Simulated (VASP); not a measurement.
# Ag (Im-3m) in VASP: further runs

The runs below take Ag through single point, with r2SCAN.

All numbers are computed with VASP 6.6.1; they aren't measurements. Logs are shortened: lines on timing, memory, paths and dates and some standing lists are left out, and cuts for length are marked.

### 1 Starting point

It takes space group Im-3m (No. 229, cubic). Conventional cell: a = 3.311 Å, b = 3.311 Å, c = 3.311 Å, α = 90.00°, β = 90.00°, γ = 90.00°. Ag (site symmetry m-3m) is surrounded by 8 Ag at 2.87 Å.

This isn't the form of Ag at room conditions, which is fcc.

### 2 Single point, r2SCAN

Contents of INCAR:

```
SYSTEM = Ag
PREC     = Accurate       ! precision mode
ENCUT    = 450            ! plane-wave cutoff, eV
EDIFF    = 1E-6           ! SCF threshold, eV
ISMEAR   = 1              ! smearing method
SIGMA    = 0.1            ! smearing width, eV
LREAL    = .False.        ! projectors in reciprocal space
LASPH    = .True.         ! aspherical terms in the spheres
NELM     = 100            ! most SCF steps
ALGO     = Normal         ! electronic algorithm
ISIF     = 2              ! what is computed and relaxed
LWAVE    = .False.        ! write WAVECAR
LCHARG   = .False.        ! write CHGCAR
METAGGA  = R2SCAN         ! meta-GGA
LMIXTAU  = .True.       
ADDGRID  = .False.
```

Contents of KPOINTS:

```
regular mesh
0
Gamma
  10 10 10
  0 0 0
```

Contents of POSCAR:

```
Ag
1.0
   -1.6556540000      1.6556540000      1.6556540000
    1.6556540000     -1.6556540000      1.6556540000
    1.6556540000      1.6556540000     -1.6556540000
Ag
1
Direct
    0.0000000000      0.0000000000      0.0000000000
```

Potentials or basis: VASP PAW PBE potentials, release 64 (Ag).

Started as:

```console
cat potpaw_PBE.64/Ag/POTCAR > POTCAR
mpirun -np 1 vasp_std > vasp.out
```

OUTCAR:

```text
SYSTEM = Ag
   PREC = Accurate
   ENCUT = 450
   EDIFF = 1E-6
   ISMEAR = 1
   LREAL = .False.
   LASPH = .True.
   NELM = 100
   ISIF = 2
   METAGGA = R2SCAN

 Found     47 irreducible k-points:

 Following reciprocal coordinates:
            Coordinates               Weight
  0.000000  0.000000  0.000000      1.000000
  0.100000  0.000000  0.000000     12.000000
  0.200000  0.000000  0.000000     12.000000
  0.300000  0.000000  0.000000     12.000000
  0.400000  0.000000  0.000000     12.000000
  0.500000  0.000000  0.000000      6.000000
   k-points           NKPTS =     47   k-points in BZ     NKDIM =     47   number of bands    NBANDS=      9
   number of dos      NEDOS =    301   number of ions     NIONS =      1
   total plane-waves  NPLWV =   8000
   dimension x,y,z NGX =    20 NGY =   20 NGZ =   20
   dimension x,y,z NGXF=    40 NGYF=   40 NGZF=   40
   ions per type =               1
   NGX,Y,Z   is equivalent  to a cutoff of  11.59, 11.59, 11.59 a.u.
   NGXF,Y,Z  is equivalent  to a cutoff of  23.19, 23.19, 23.19 a.u.
 SYSTEM =  Ag
   PREC   = accura    normal or accurate (medium, high low for compatibility)
   ISTART =      0    job   : 0-new  1-cont  2-samecut
   ICHARG =      2    charge: 1-file 2-atom 10-const
   ISPIN  =      1    spin polarized calculation?
   LNONCOLLINEAR =      F non collinear calculations
   LSORBIT =      F    spin-orbit coupling
   LASPH  =      T    aspherical Exc in radial PAW
   ENCUT  =  450.0 eV  33.07 Ry    5.75 a.u.   4.96  4.96  4.96*2*pi/ulx,y,z
   NELM   =    100;   NELMIN=  2; NELMDL= -5     # of ELM steps
   EDIFF  = 0.1E-05   stopping-criterion for ELM
   LREAL  =      F    real-space projection
   EDIFFG = 0.1E-04   stopping-criterion for IOM
   NSW    =      0    number of steps for IOM
   IBRION =     -1    ionic relax: 0-MD 1-quasi-New 2-CG
   NFREE  =      0    steps in history (QN), initial steepest desc. (CG)
   ISIF   =      2    stress and relaxation
   ISYM   =      2    0-nonsym 1-usesym 2-fastsym
   POTIM  = 0.5000    time-step for ionic-motion
   TEBEG  =    0.0;   TEEND  =   0.0 temperature during run
   PSTRESS=    0.0 pullay stress
   NELECT =      11.0000    total number of electrons
   NUPDOWN=      -1.0000    fix difference up-down
   EMIN   =  10.00;   EMAX   =-10.00  energy-range for DOS
   EFERMI =   0.00;   METHOD = LEGACY
   ISMEAR =     1;   SIGMA  =   0.10  broadening in eV -4-tet -1-fermi 0-gaus
   EFERMI_NEDOS =   21; number of points for ismear=-14 and -15
   IALGO  =     38    algorithm
   IMIX   =      4    mixing-type and parameters
     AMIX     =   0.40;   BMIX     =  1.00
     AMIX_MAG =   1.60;   BMIX_MAG =  1.00
  volume/ion in A,a.u.               =      18.15       122.51
  Fermi-wavevector in a.u.,A,eV,Ry     =   1.385318  2.617871 26.111022  1.919106
  Thomas-Fermi vector in A             =   2.509739
   LORBIT       =      0    0 simple, 1 ext, 2 COOP (PROOUT), +10 PAW based schemes
   METAGGA = R2SCAN    functional components
   LHFCALC =     F    Hartree Fock is set to
   AEXX    =    0.0000 exact exchange contribution
   IVDW    =     0    specifies the selected vdW correction
   LEPSILON=     F    determine dielectric tensor
   LRPA    =     F    only Hartree local field effects (RPA)
 non-spin polarized calculation
 Methfessel and Paxton  Order N= 1 SIGMA  =   0.10
  energy-cutoff  :      450.00
  volume of cell :       18.15
 maximum number of plane-waves:       410
   NGX =  9   NGY =  9   NGZ =  9

 number of electron      11.0000011 magnetization

 Free energy of the ion-electron system (eV)
  ---------------------------------------------------
  ext. energy  EPLUGINS =         0.00000000
  ---------------------------------------------------
  free energy    TOTEN  =       -21.28651759 eV

  energy without entropy =      -21.28575708  energy(sigma->0) =      -21.28626409

 E-fermi :   7.7565     XC(G=0): -12.5319

 val. band max:        7.6316414625   @ k =  -0.3000   0.4000   0.2000
 cond. band min:       7.7632932134   @ k =   0.5000   0.0000   0.0000
 fundamental gap:      0.1316517509
 Fermi energy:         7.7564635241

 k-point     1 :       0.0000    0.0000    0.0000
  band No.  band energies     occupation
      1       0.1181      2.00000
      2       2.5697      2.00000
      3       2.5697      2.00000
      4       2.5697      2.00000
      5       3.7920      2.00000
      6       3.7920      2.00000
      7      26.0624      0.00000
      8      26.0624      0.00000
      9      26.0624      0.00000

 k-point     2 :       0.1000    0.0000    0.0000
  band No.  band energies     occupation
      1       0.4368      2.00000
      2       2.4973      2.00000
      3       2.5861      2.00000
      4       2.7441      2.00000
      5       3.7187      2.00000
      6       3.7972      2.00000
      7      24.9869      0.00000
      8      25.8355      0.00000
      9      26.2290      0.00000

 k-point     3 :       0.2000    0.0000    0.0000
  band No.  band energies     occupation
      1       1.1957      2.00000
      2       2.3122      2.00000
      3       2.7617      2.00000
      4       3.2258      2.00000
      5       3.6149      2.00000
      6       3.8155      2.00000
      7      21.6110      0.00000
      8      24.4803      0.00000
      9      26.6302      0.00000

 k-point     4 :       0.3000    0.0000    0.0000
  band No.  band energies     occupation
      1       1.4924      2.00000
      2       2.0920      2.00000
      3       3.6265      2.00000
      4       3.8473      2.00000
      5       3.8817      2.00000
      6       3.9273      2.00000
      7      17.5323      0.00000
      8      22.8082      0.00000
      9      24.5160      0.00000

 k-point     5 :       0.4000    0.0000    0.0000
  band No.  band energies     occupation
      1       1.3373      2.00000
      2       1.9203      2.00000
      3       3.7027      2.00000
      4       3.8808      2.00000
      5       4.4759      2.00000
      6       6.0755      2.00000
      7      13.7474      0.00000
      8      21.6564      0.00000
      9      22.7557      0.00000

 k-point     6 :       0.5000    0.0000    0.0000
  band No.  band energies     occupation
      1       1.2481      2.00000
      2       1.8561      2.00000
      3       3.7412      2.00000
      4       3.8955      2.00000
      5       4.7219      2.00000
      6       7.7633      0.88470
      7      11.5220      0.00000
      8      21.2536      0.00000
      9      22.1127      0.00000

 [... further k-points ...]

------------------------ aborting loop because EDIFF is reached ----------------------------------------

  FORCE on cell =-STRESS in cart. coord.  units (eV):
  Direction    XX          YY          ZZ          XY          YZ          ZX
  --------------------------------------------------------------------------------------
  -------------------------------------------------------------------------------------
  Total       -0.3528063     -0.3528063     -0.3528063      0.0000000      0.0000000     -0.0000000
  in kB      -31.1371034    -31.1371034    -31.1371034      0.0000000      0.0000000     -0.0000000
  external PRESSURE =     -31.1371034 kB  Pullay stress =       0.0000000 kB

 VOLUME and BASIS-vectors are now :
 -----------------------------------------------------------------------------
  energy-cutoff  :      450.00
  volume of cell :       18.15
      direct lattice vectors                 reciprocal lattice vectors
    -1.655654000  1.655654000  1.655654000     0.000000000  0.301995465  0.301995465
     1.655654000 -1.655654000  1.655654000     0.301995465  0.000000000  0.301995465
     1.655654000  1.655654000 -1.655654000     0.301995465  0.301995465  0.000000000

 POSITION                                       TOTAL-FORCE (eV/Angst)
 -----------------------------------------------------------------------------------
      0.00000      0.00000      0.00000         0.000000      0.000000     -0.000000
 -----------------------------------------------------------------------------------
    total drift:                                0.000000      0.000000      0.000000

  FREE ENERGIE OF THE ION-ELECTRON SYSTEM (eV)
  ---------------------------------------------------
  free  energy   TOTEN  =       -21.2865175907 eV

  energy  without entropy=      -21.2857570816  energy(sigma->0) =      -21.28626409
```

It took 13 s on 1 thread of Intel Xeon 6975P-C (Granite Rapids), shared host; peak memory 0.12 GiB.

The run converged, but some of its settings lie outside the range that counts as converged, so its numbers aren't taken as properties of the crystal.

What came out:

```
Free energy            : -21.2865 eV
Pressure               : -3.1 GPa
Band gap on the k mesh : none (metal or under the smearing width)
```

Caveat: the PAW data sets were made with another functional, which shifts forces and pressure a little.

### 3 Single point, r2SCAN

Edit INCAR of step 2 so:

```diff
@@ -5,3 +5,3 @@
 ISMEAR   = 1              ! smearing method
-SIGMA    = 0.1            ! smearing width, eV
+SIGMA    = 0.4            ! smearing width, eV
 LREAL    = .False.        ! projectors in reciprocal space
```

KPOINTS is that of step 2.

POSCAR is that of step 2.

Potentials or basis: VASP PAW PBE potentials, release 64 (Ag).

Started as:

```console
cat potpaw_PBE.64/Ag/POTCAR > POTCAR
mpirun -np 1 vasp_std > vasp.out
```

Run time: 13 s. Hardware: 1 thread of Intel Xeon 6975P-C (Granite Rapids), shared host; peak memory 0.13 GiB.

These settings aren't checked as converged: the numbers below hold their error.

What came out:

- Free energy: -21.2918 eV
- Pressure: -3.1 GPa
- Band gap on the k mesh: none (metal or under the smearing width)

Caveat: the PAW data sets were made with another functional, which shifts forces and pressure a little.

### 4 Single point, r2SCAN

Edit INCAR of step 3 so:

```diff
@@ -5,3 +5,3 @@
 ISMEAR   = 1              ! smearing method
-SIGMA    = 0.4            ! smearing width, eV
+SIGMA    = 0.2            ! smearing width, eV
 LREAL    = .False.        ! projectors in reciprocal space
```

KPOINTS is that of step 3.

POSCAR is that of step 3.

Potentials or basis: VASP PAW PBE potentials, release 64 (Ag).

Started as:

```console
cat potpaw_PBE.64/Ag/POTCAR > POTCAR
mpirun -np 1 vasp_std > vasp.out
```

OUTCAR:

```text
SYSTEM = Ag
   PREC = Accurate
   ENCUT = 450
   EDIFF = 1E-6
   ISMEAR = 1
   LREAL = .False.
   LASPH = .True.
   NELM = 100
   ISIF = 2
   METAGGA = R2SCAN

 Found     47 irreducible k-points:

 Following reciprocal coordinates:
            Coordinates               Weight
  0.000000  0.000000  0.000000      1.000000
  0.100000  0.000000  0.000000     12.000000
  0.200000  0.000000  0.000000     12.000000
  0.300000  0.000000  0.000000     12.000000
  0.400000  0.000000  0.000000     12.000000
  0.500000  0.000000  0.000000      6.000000
   k-points           NKPTS =     47   k-points in BZ     NKDIM =     47   number of bands    NBANDS=      9
   number of dos      NEDOS =    301   number of ions     NIONS =      1
   total plane-waves  NPLWV =   8000
   dimension x,y,z NGX =    20 NGY =   20 NGZ =   20
   dimension x,y,z NGXF=    40 NGYF=   40 NGZF=   40
   ions per type =               1
   NGX,Y,Z   is equivalent  to a cutoff of  11.59, 11.59, 11.59 a.u.
   NGXF,Y,Z  is equivalent  to a cutoff of  23.19, 23.19, 23.19 a.u.
 SYSTEM =  Ag
   PREC   = accura    normal or accurate (medium, high low for compatibility)
   ISTART =      0    job   : 0-new  1-cont  2-samecut
   ICHARG =      2    charge: 1-file 2-atom 10-const
   ISPIN  =      1    spin polarized calculation?
   LNONCOLLINEAR =      F non collinear calculations
   LSORBIT =      F    spin-orbit coupling
   LASPH  =      T    aspherical Exc in radial PAW
   ENCUT  =  450.0 eV  33.07 Ry    5.75 a.u.   4.96  4.96  4.96*2*pi/ulx,y,z
   NELM   =    100;   NELMIN=  2; NELMDL= -5     # of ELM steps
   EDIFF  = 0.1E-05   stopping-criterion for ELM
   LREAL  =      F    real-space projection
   EDIFFG = 0.1E-04   stopping-criterion for IOM
   NSW    =      0    number of steps for IOM
   IBRION =     -1    ionic relax: 0-MD 1-quasi-New 2-CG
   NFREE  =      0    steps in history (QN), initial steepest desc. (CG)
   ISIF   =      2    stress and relaxation
   ISYM   =      2    0-nonsym 1-usesym 2-fastsym
   POTIM  = 0.5000    time-step for ionic-motion
   TEBEG  =    0.0;   TEEND  =   0.0 temperature during run
   PSTRESS=    0.0 pullay stress
   NELECT =      11.0000    total number of electrons
   NUPDOWN=      -1.0000    fix difference up-down
   EMIN   =  10.00;   EMAX   =-10.00  energy-range for DOS
   EFERMI =   0.00;   METHOD = LEGACY
   ISMEAR =     1;   SIGMA  =   0.20  broadening in eV -4-tet -1-fermi 0-gaus
   EFERMI_NEDOS =   21; number of points for ismear=-14 and -15
   IALGO  =     38    algorithm
   IMIX   =      4    mixing-type and parameters
     AMIX     =   0.40;   BMIX     =  1.00
     AMIX_MAG =   1.60;   BMIX_MAG =  1.00
  volume/ion in A,a.u.               =      18.15       122.51
  Fermi-wavevector in a.u.,A,eV,Ry     =   1.385318  2.617871 26.111022  1.919106
  Thomas-Fermi vector in A             =   2.509739
   LORBIT       =      0    0 simple, 1 ext, 2 COOP (PROOUT), +10 PAW based schemes
   METAGGA = R2SCAN    functional components
   LHFCALC =     F    Hartree Fock is set to
   AEXX    =    0.0000 exact exchange contribution
   IVDW    =     0    specifies the selected vdW correction
   LEPSILON=     F    determine dielectric tensor
   LRPA    =     F    only Hartree local field effects (RPA)
 non-spin polarized calculation
 Methfessel and Paxton  Order N= 1 SIGMA  =   0.20
  energy-cutoff  :      450.00
  volume of cell :       18.15
 maximum number of plane-waves:       410
   NGX =  9   NGY =  9   NGZ =  9

 number of electron      11.0000011 magnetization

 Free energy of the ion-electron system (eV)
  ---------------------------------------------------
  ext. energy  EPLUGINS =         0.00000000
  ---------------------------------------------------
  free energy    TOTEN  =       -21.28749458 eV

  energy without entropy =      -21.28506500  energy(sigma->0) =      -21.28668472

 E-fermi :   7.7231     XC(G=0): -12.5318

 val. band max:        7.6326166704   @ k =  -0.3000   0.4000   0.2000
 cond. band min:       7.7629215608   @ k =   0.5000   0.0000   0.0000
 fundamental gap:      0.1303048904
 Fermi energy:         7.7231420358

 k-point     1 :       0.0000    0.0000    0.0000
  band No.  band energies     occupation
      1       0.1181      2.00000
      2       2.5718      2.00000
      3       2.5718      2.00000
      4       2.5718      2.00000
      5       3.7938      2.00000
      6       3.7938      2.00000
      7      26.0622      0.00000
      8      26.0622      0.00000
      9      26.0622      0.00000

 k-point     2 :       0.1000    0.0000    0.0000
  band No.  band energies     occupation
      1       0.4368      2.00000
      2       2.4994      2.00000
      3       2.5882      2.00000
      4       2.7462      2.00000
      5       3.7205      2.00000
      6       3.7991      2.00000
      7      24.9866      0.00000
      8      25.8351      0.00000
      9      26.2289      0.00000

 k-point     3 :       0.2000    0.0000    0.0000
  band No.  band energies     occupation
      1       1.1959      2.00000
      2       2.3143      2.00000
      3       2.7634      2.00000
      4       3.2279      2.00000
      5       3.6167      2.00000
      6       3.8174      2.00000
      7      21.6111      0.00000
      8      24.4794      0.00000
      9      26.6305      0.00000

 k-point     4 :       0.3000    0.0000    0.0000
  band No.  band energies     occupation
      1       1.4935      2.00000
      2       2.0941      2.00000
      3       3.6284      2.00000
      4       3.8493      2.00000
      5       3.8838      2.00000
      6       3.9279      2.00000
      7      17.5327      0.00000
      8      22.8069      0.00000
      9      24.5180      0.00000

 k-point     5 :       0.4000    0.0000    0.0000
  band No.  band energies     occupation
      1       1.3387      2.00000
      2       1.9223      2.00000
      3       3.7047      2.00000
      4       3.8829      2.00000
      5       4.4779      2.00000
      6       6.0756      2.00000
      7      13.7480      0.00000
      8      21.6549      0.00000
      9      22.7578      0.00000

 k-point     6 :       0.5000    0.0000    0.0000
  band No.  band energies     occupation
      1       1.2495      2.00000
      2       1.8581      2.00000
      3       3.7432      2.00000
      4       3.8976      2.00000
      5       4.7239      2.00000
      6       7.7629      0.67063
      7      11.5230     -0.00000
      8      21.2521      0.00000
      9      22.1148      0.00000

 [... further k-points ...]

------------------------ aborting loop because EDIFF is reached ----------------------------------------

  FORCE on cell =-STRESS in cart. coord.  units (eV):
  Direction    XX          YY          ZZ          XY          YZ          ZX
  --------------------------------------------------------------------------------------
  -------------------------------------------------------------------------------------
  Total       -0.3494108     -0.3494108     -0.3494108     -0.0000000     -0.0000000      0.0000000
  in kB      -30.8374329    -30.8374329    -30.8374329     -0.0000000     -0.0000000      0.0000000
  external PRESSURE =     -30.8374329 kB  Pullay stress =       0.0000000 kB

 VOLUME and BASIS-vectors are now :
 -----------------------------------------------------------------------------
  energy-cutoff  :      450.00
  volume of cell :       18.15
      direct lattice vectors                 reciprocal lattice vectors
    -1.655654000  1.655654000  1.655654000     0.000000000  0.301995465  0.301995465
     1.655654000 -1.655654000  1.655654000     0.301995465  0.000000000  0.301995465
     1.655654000  1.655654000 -1.655654000     0.301995465  0.301995465  0.000000000

 POSITION                                       TOTAL-FORCE (eV/Angst)
 -----------------------------------------------------------------------------------
      0.00000      0.00000      0.00000        -0.000000      0.000000     -0.000000
 -----------------------------------------------------------------------------------
    total drift:                                0.000000     -0.000000      0.000000

  FREE ENERGIE OF THE ION-ELECTRON SYSTEM (eV)
  ---------------------------------------------------
  free  energy   TOTEN  =       -21.2874945812 eV

  energy  without entropy=      -21.2850650007  energy(sigma->0) =      -21.28668472
```

Wall time 13 s (1 thread of Intel Xeon 6975P-C (Granite Rapids), shared host); peak memory 0.12 GiB.

The run converged, but some of its settings lie outside the range that counts as converged, so its numbers aren't taken as properties of the crystal.

Results:

| Property | Result |
| --- | --- |
| Free energy | -21.2875 eV |
| Pressure | -3.1 GPa |
| Band gap on the k mesh | none (metal or under the smearing width) |

Caveat: the PAW data sets were made with another functional, which shifts forces and pressure a little.

(Part 1 of 2 ends here.)
